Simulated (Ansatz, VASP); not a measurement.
# TaInS3 in two plane-wave programs, part 2 of 2

One calculation is typed for both programs; each brings its own data sets. How far apart do they land? The cell is generated by rule, not measured, and may not be a known phase. The cell is taken from a series of runs on this material, whose earlier steps may have relaxed, scaled, displaced or heated it; both programs get it as it stands.

VASP 6.6.1 and Ansatz 0.2.0.

So far: Set-up; Ansatz: relaxation of cell and atoms, PBE.

**3. VASP: relaxation of cell and atoms, PBE**

Level of this step: PBE; plane waves and PAW (In_d, Ta_pv, S); invented cell (VASP).

The same cell, functional, mesh and smearing now go to VASP, with its own data sets.

Lines of VASP's logs that name or quote its potential files are left out, and so is its time.

Input file INCAR:

```
SYSTEM = TaInS3
PREC = Accurate
ENCUT = 500
EDIFF = 1E-07
NELM = 120
ISMEAR = 1
SIGMA = 0.2
LREAL = .FALSE.
ALGO = Normal
GGA = PE
NBANDS = 52
LASPH = .TRUE.
LORBIT = 11
LWAVE = .FALSE.
LCHARG = .FALSE.
ISIF = 3
IBRION = 2
NSW = 80
EDIFFG = -0.005
GGA_COMPAT = .FALSE.
NELMIN = 4
KPAR = 2
```

Input file POSCAR:

```
TaInS3
1.0
   -3.3821090000      4.6736510000      3.3826200000
    3.3821090000     -4.6736510000      3.3826200000
    3.3821090000      4.6736510000     -3.3826200000
In Ta S
2 2 6
Direct
    0.7224389139      0.9724389674      0.7499999465
    0.2775609791      0.0275610326      0.2499999465
    0.4999999465      0.5000000000      0.9999999465
    0.9999999465      0.5000000000      0.4999999465
    0.8605355668      0.6105356203      0.2499999465
    0.1394643262      0.3894643797      0.7499999465
    0.3099230131      0.0000000000      0.8099230131
    0.6900768799      0.0000000000      0.1900768799
    0.3099230131      0.5000000000      0.3099230131
    0.6900768799      0.5000000000      0.6900768799
```

Input file KPOINTS:

```
Automatic mesh
0
Gamma
8 8 8
0 0 0
```

Potentials, in the order of the species: In_d, Ta_pv and S (PBE family, release 64).

Run with:

```sh
$ mpirun -np 2 vasp_std
```

Numbers of over 12 decimals in the logs are rounded to 6 here.

Log:

```text
[banner, memory and clock lines left out]
running    2 mpi-ranks, on    1 nodes
 distrk:  each k-point on    1 cores,    2 groups
 distr:  one band on    1 cores,    1 groups

 POSCAR found type information on POSCAR InTaS
 POSCAR found :  3 types and      10 ions
 LDA part: xc-table for (Slater+PW92), standard interpolation
 POSCAR, INCAR and KPOINTS ok, starting setup
 FFT: planning ... GRIDC
 FFT: planning ... GRID_SOFT
 FFT: planning ... GRID
 WAVECAR not read
 entering main loop
       N       E                     dE             d eps       ncg     rms          rms(c)
DAV:   1     0.867743161687E+03    0.86774E+03   -0.38347E+04  9880   0.167E+03
DAV:   2     0.694250242955E+02   -0.79832E+03   -0.76972E+03 10272   0.449E+02
DAV:   3    -0.560685379063E+02   -0.12549E+03   -0.12025E+03 12424   0.171E+02
DAV:   4    -0.646329943832E+02   -0.85645E+01   -0.84118E+01 12416   0.435E+01
DAV:   5    -0.650511103620E+02   -0.41812E+00   -0.41721E+00 14600   0.102E+01    0.257E+01
DAV:   6    -0.606456733741E+02    0.44054E+01   -0.35752E+01 13012   0.209E+01    0.122E+01
DAV:   7    -0.599576222257E+02    0.68805E+00   -0.65761E+00 14520   0.139E+01    0.850E+00
DAV:   8    -0.598574292307E+02    0.10019E+00   -0.89997E-01 13628   0.475E+00    0.209E+00
DAV:   9    -0.598576042282E+02   -0.17500E-03   -0.67877E-02 15116   0.181E+00    0.120E+00
DAV:  10    -0.598569441989E+02    0.66003E-03   -0.19094E-02 13712   0.991E-01    0.300E-01
DAV:  11    -0.598567161541E+02    0.22804E-03   -0.35728E-03 14856   0.483E-01    0.115E-01
DAV:  12    -0.598567701014E+02   -0.53947E-04   -0.30723E-04 12988   0.945E-02    0.426E-02
DAV:  13    -0.598567841889E+02   -0.14087E-04   -0.42367E-05 14380   0.355E-02    0.228E-02
DAV:  14    -0.598567856559E+02   -0.14670E-05   -0.53836E-06 13020   0.148E-02    0.482E-03
DAV:  15    -0.598567859250E+02   -0.26914E-06   -0.15373E-06 10860   0.530E-03    0.429E-03
DAV:  16    -0.598567858633E+02    0.61704E-07   -0.12404E-07  7316   0.275E-03
   1 F= -.59856786E+02 E0= -.59857638E+02  d E =-.598568E+02
[...]
2 F= -.59856796E+02 E0= -.59857650E+02  d E =-.981614E-05
[...]
3 F= -.59856796E+02 E0= -.59857650E+02  d E =-.992903E-05
[...]
4 F= -.59856806E+02 E0= -.59857666E+02  d E =-.100057E-04
 ZBRENT: can't locate minimum, use default step
 trial-energy change:   -0.000010  1 .order   -0.000011   -0.000012   -0.000009
 step:   3.9237(harm=  4.2128)  dis= 0.00203  next Energy=   -59.856821 (dE=-0.255E-04)
 bond charge predicted
       N       E                     dE             d eps       ncg     rms          rms(c)
DAV:   1    -0.598567722697E+02    0.33610E-04   -0.10280E-02 11592   0.379E-01    0.633E-02
DAV:   2    -0.598568249005E+02   -0.52631E-04   -0.66759E-04 14168   0.121E-01    0.220E-02
DAV:   3    -0.598568223822E+02    0.25183E-05   -0.15827E-05 14100   0.207E-02    0.187E-02
DAV:   4    -0.598568212992E+02    0.10830E-05   -0.42343E-06 14680   0.980E-03    0.811E-03
DAV:   5    -0.598568215477E+02   -0.24851E-06   -0.73781E-07 10868   0.451E-03    0.231E-03
DAV:   6    -0.598568216852E+02   -0.13753E-06   -0.11005E-07  6056   0.229E-03    0.103E-03
DAV:   7    -0.598568218104E+02   -0.12516E-06   -0.57188E-08  5948   0.176E-03    0.633E-04
DAV:   8    -0.598568218547E+02   -0.44271E-07   -0.14360E-08  5844   0.124E-03
   5 F= -.59856822E+02 E0= -.59857699E+02  d E =-.260623E-04
 curvature:  -3.32 expect dE=-0.485E-05 dE for cont linesearch -0.612E-06
 trial: gam=-0.07425 g(F)=  0.941E-06 g(S)=  0.520E-06 ort = 0.188E-05 (trialstep = 0.157E+01)
 search vector abs. value=  0.129E-05
 reached required accuracy - stopping structural energy minimisation
```

From OUTCAR (step 3):

```text
ion  position               nearest neighbor table
   1  0.722  0.972  0.750-   6 2.82   7 2.88   8 2.88   9 2.88  10 2.88
   2  0.278  0.028  0.250-   5 2.82   8 2.88  10 2.88   7 2.88   9 2.88
   3  0.500  0.500  1.000-   6 2.45   5 2.45   8 2.46   9 2.46  10 2.46   7 2.46
   4  1.000  0.500  0.500-   5 2.45   6 2.45   7 2.46   9 2.46  10 2.46   8 2.46
   5  0.861  0.611  0.250-   4 2.45   3 2.45   2 2.82
   6  0.139  0.389  0.750-   3 2.45   4 2.45   1 2.82
   7  0.310  0.000  0.810-   3 2.46   4 2.46   2 2.88   1 2.88
   8  0.690  0.000  0.190-   4 2.46   3 2.46   2 2.88   1 2.88
   9  0.310  0.500  0.310-   3 2.46   4 2.46   1 2.88   2 2.88
  10  0.690  0.500  0.690-   3 2.46   4 2.46   2 2.88   1 2.88

  LATTYP: Found a body centered orthorhombic cell.
 ALAT       =     6.7642180000
 B/A-ratio  =     1.0001510892
 C/A-ratio  =     1.3818747415

 Subroutine GETGRP returns: Found  8 space group operations
 (whereof  4 operations were pure point group operations)

The static configuration has the point symmetry C_2h.
 The point group associated with its full space group is D_2h.

 Found     95 irreducible k-points:

   k-points           NKPTS =     95   k-points in BZ     NKDIM =     95   number of bands    NBANDS=     52

   dimension x,y,z NGX =    50 NGY =   50 NGZ =   50
   dimension x,y,z NGXF=   100 NGYF=  100 NGZF=  100

   ENCUT  =  500.0 eV  36.75 Ry    6.06 a.u.  12.19 12.19 12.19*2*pi/ulx,y,z

   NELECT =      84.0000    total number of electrons

 k-points in reciprocal lattice and weights: Automatic mesh
   0.00000000  0.00000000  0.00000000       0.002
   0.12500000 -0.00000000  0.00000000       0.008
   0.25000000 -0.00000000  0.00000000       0.008
   0.37500000 -0.00000000  0.00000000       0.008
   0.50000000 -0.00000000  0.00000000       0.004
  -0.00000000  0.12500000  0.00000000       0.008
   0.12500000  0.12500000  0.00000000       0.016
   0.25000000  0.12500000  0.00000000       0.016
   0.37500000  0.12500000  0.00000000       0.016
[...]
-0.37500000 -0.37500000  0.37500000       0.004
   0.50000000  0.50000000  0.50000000       0.002

 average (electrostatic) potential at core
       1 -95.4003       2 -95.4003       3 -38.4334       4 -38.4334       5 -86.1450
       6 -86.1450       7 -86.2188       8 -86.2188       9 -86.2188      10 -86.2188

 E-fermi :   5.6435

 k-point     1 :       0.0000    0.0000    0.0000
  band No.  band energies     occupation
    ...
     41       4.6046      2.00000
     42       5.1269      2.00158
     43       5.4799      1.98897
     44       5.4984      1.93709
     45       5.5489      1.70997
     46       6.3530     -0.00001
     47       6.9855     -0.00000
     48       7.5136     -0.00000
     49       8.3384     -0.00000
     50       8.7199     -0.00000
    ...

 k-point     2 :       0.1250   -0.0000    0.0000
  band No.  band energies     occupation
    ...
     40       4.5180      2.00000
     41       4.6037      2.00000
     42       5.3027      2.03672
     43       5.6047      1.32162
     44       5.6590      0.86901
     45       5.7394      0.28278
     46       6.5320     -0.00000
     47       7.0416     -0.00000
     48       7.4216     -0.00000
     49       8.3764     -0.00000
    ...

 k-point     3 :       0.2500   -0.0000    0.0000
  band No.  band energies     occupation
    ...
     38       3.8557      2.00000
     39       4.2415      2.00000
     40       4.3430      2.00000
     41       4.4590      2.00000
     42       5.3692      2.06552
     43       5.9642     -0.04582
     44       6.0031     -0.02900
     45       6.1513     -0.00194
     46       6.8105     -0.00000
     47       7.0694     -0.00000
    ...

  Total        0.0008620      0.0103155      0.0008162      0.0000000     -0.0000000      0.0000000
  in kB        0.0064612      0.0773217      0.0061182      0.0000000     -0.0000000      0.0000000
  external PRESSURE =       0.0299670 kB  Pullay stress =       0.0000000 kB

  energy-cutoff  :      500.00
  volume of cell :      213.75
      direct lattice vectors                 reciprocal lattice vectors
    -3.381580571  4.672413177  3.382046912     0.000000000  0.107011084  0.147839463
     3.381580571 -4.672413177  3.382046912     0.147859851  0.000000000  0.147839463
     3.381580571  4.672413177 -3.382046912     0.147859851  0.107011084  0.000000000

 POSITION                                       TOTAL-FORCE (eV/Angst)
 -----------------------------------------------------------------------------------
      3.38158      2.33621      3.19629         0.000000      0.000000     -0.001642
     -0.00000      2.33621      0.18575        -0.000000     -0.000000      0.001642
      3.38158      4.67241      0.00000        -0.000000     -0.000000     -0.000000
      0.00000      4.67241      3.38205        -0.000000     -0.000000      0.000000
     -0.00000      2.33621      4.13201        -0.000000     -0.000000      0.000488
      3.38158      2.33621     -0.74997        -0.000000     -0.000000     -0.000488
      1.69079      5.23368     -1.69102         0.000000      0.001846      0.000000
     -1.69079      4.11114      1.69102        -0.000000     -0.001846      0.000000
      1.69079      0.56127      1.69102         0.000000      0.001846      0.000000
      1.69079      4.11114      1.69102        -0.000000     -0.001846      0.000000
 -----------------------------------------------------------------------------------
    total drift:                                0.000003      0.001158      0.000425

  FREE ENERGIE OF THE ION-ELECTRON SYSTEM (eV)
  ---------------------------------------------------
  free  energy   TOTEN  =       -59.8568218547 eV

  energy  without entropy=      -59.8594536686  energy(sigma->0) =      -59.85769913

 reached required accuracy - stopping structural energy minimisation

 total charge
# of ion       s       p       d       tot
------------------------------------------
    1        1.040   0.309   9.878  11.226
    2        1.040   0.309   9.878  11.226
    3        0.299   6.192   2.222   8.712
    4        0.299   6.192   2.222   8.712
    5        1.339   2.390   0.000   3.729
    6        1.339   2.390   0.000   3.729
    7        1.338   2.396   0.000   3.734
    8        1.338   2.396   0.000   3.734
    9        1.338   2.396   0.000   3.734
   10        1.338   2.396   0.000   3.734
--------------------------------------------------
tot         10.706  27.364  24.199  62.269

[... 3 further parts left out ...]
```

CONTCAR:

```
TaInS3
   1.00000000000000
    -3.3815805707659714    4.6724131769098669    3.3820469124044146
     3.3815805707659714   -4.6724131769098669    3.3820469124044146
     3.3815805707659714    4.6724131769098669   -3.3820469124044146
  In              Ta              S
     2     2     6
Direct
     0.7225382722660457    0.9725383257660484    0.7499999464999973
     0.2774616207339559    0.0274616742339515    0.2499999464999973
     0.4999999464999973    0.5000000000000000    0.9999999464999973
     0.9999999464999973    0.5000000000000000    0.4999999464999973
     0.8608744244432798    0.6108744779432753    0.2499999464999973
     0.1391254685567221    0.3891255220567247    0.7499999464999973
     0.3100621158456529    0.0000000000000000    0.8100621158456528
     0.6899377771543419    0.0000000000000000    0.1899377771543419
     0.3100621158456529    0.5000000000000000    0.3100621158456529
     0.6899377771543419    0.5000000000000000    0.6899377771543419
```

The run keeps the 8 symmetry operations of its start, so it cannot find a distortion of lower symmetry.

**4. Side by side**

Known differences besides the potentials themselves: the data sets hold 88 valence electrons in Ansatz (on its PAW soft_1 files) and 84 in VASP; the cutoff is 420 eV in Ansatz and 500 eV in VASP; Ansatz adds a Pulay correction to the stress that steers its cell, VASP none. Total energies have different zeros and are not compared.

Compared:

```
                                         quantity  Ansatz    VASP  difference
                                      volume (Å³)  213.84  213.75     +0.04 %
edge a after relaxation, in the typed setting (Å)   6.687   6.686     +0.01 %
```

**5. Summary of results**

| Property | Result |
| --- | --- |
| difference in volume (relaxation of cell and atoms, PBE) | 0.042 % |

The difference in volume is 0.042 % (relaxation of cell and atoms, PBE), within the 1.2 % picked in this series as the mark of a large difference, as far as the stopping tolerances let one tell. The data sets hold unlike numbers of valence electrons (88 in Ansatz and 84 in VASP), so part of the differences comes from the potentials. 2 further runs of this series are not shown here. Such differences can come from data sets, numerical settings and the points named under the comparisons, not from the functional's error against experiment.

[Lines on the potential files, build, host, timing and source positions are cut from VASP's logs without a mark.]

[Logs are printed without paths, hosts, clocks, repeated set-up lines and the standing remarks that a program may print on its own settings, such as how far it seeks lower states.]

[Hosts, paths, dates, database ids (printed as entryN), source tags and the programs' standing remarks are cut or masked in the printed files.]
